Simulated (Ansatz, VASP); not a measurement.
# TiO2 in VASP and in Ansatz

Contents of INCAR:

```
SYSTEM = TiO2
PREC = Accurate ; ENCUT = 520
EDIFF = 1E-6 ; ISMEAR = 0
SIGMA = 0.05 ; LREAL = .FALSE.
LASPH = .TRUE. ; NELM = 60
ALGO = Normal ; ISIF = 2
LWAVE = .FALSE. ; LCHARG = .FALSE.
GGA = PE ; NBANDS = 33
```

File KPOINTS:

```
regular mesh
0
G
  8 8 10
  0 0 0
```

POSCAR

```
TiO2
1.0
    4.6616193132      0.0000000000      0.0000000000
    0.0000000000      4.6616193132      0.0000000000
    0.0000000000      0.0000000000      3.0976460336
Ti O
2 4
Direct
    0.0000000000      0.0000000000      0.0000000000
    0.5000000000      0.5000000000      0.5000000000
    0.3050970583      0.3050970583      0.0000000000
    0.1949029417      0.8050970583      0.5000000000
    0.6949029417      0.6949029417      0.0000000000
    0.8050970583      0.1949029417      0.5000000000
```

Input for Ansatz:

```yaml
crystal:
  lattice:
    - [4.6616193132, 0.0, 0.0]
    - [0.0, 4.6616193132, 0.0]
    - [0.0, 0.0, 3.0976460336]
  atoms:
    - { symbol: Ti, position: [0.0, 0.0, 0.0] }
    - { symbol: Ti, position: [0.5, 0.5, 0.5] }
    - { symbol: O, position: [0.3050970583, 0.3050970583, 0.0] }
    - { symbol: O, position: [0.1949029417, 0.8050970583, 0.5] }
    - { symbol: O, position: [0.6949029417, 0.6949029417, 0.0] }
    - { symbol: O, position: [0.8050970583, 0.1949029417, 0.5] }
basis:
  ecutwfc: 520.0
kpoints:
  mp_grid: { grid: [8, 8, 10] }
hamiltonian:
  xc: pbe
  pseudopotentials: { kind: paw, azcp: { folder: soft_1 } }
scf:
  occupations: { method: gaussian, width: 0.05 }
output:
  forces: true
  stress: true
  eigenvalues: true
```

Alike in both runs: task single point; functional PBE; k mesh 8 × 8 × 10; occupations gaussian, width 0.05 eV; no spin polarisation.

|  | VASP | Ansatz |
| --- | --- | --- |
| version | VASP 6.6.1 | Ansatz 0.2.0 |
| potentials or method | VASP PAW PBE potentials, release 64 (Ti_sv, O) | scalar-relativistic, plane waves, PAW |
| plane-wave cutoff (eV) | 520 | 520 |
| valence electrons in the cell | 48 | 48 |

VASP gave:

```
gap on the k mesh at the Fermi level (eV)       : 1.64
least direct gap on the mesh (eV)               : 1.64
pressure (GPa)                                  : -11.2
largest component of the traceless stress (GPa) : 7.47
rms of the force components (eV/Å)              : 0.066
```

Problem. Estimate Ansatz's values.

Solution. gap on the k mesh at the Fermi level (eV): 1.67; least direct gap on the mesh (eV): 1.67; pressure (GPa): -11.8; largest component of the traceless stress (GPa): 7.64; rms of the force components (eV/Å): 0.072.

Atom by atom the forces differ by 0.006 eV/Å (rms over components).

A k mesh can miss the band edges.
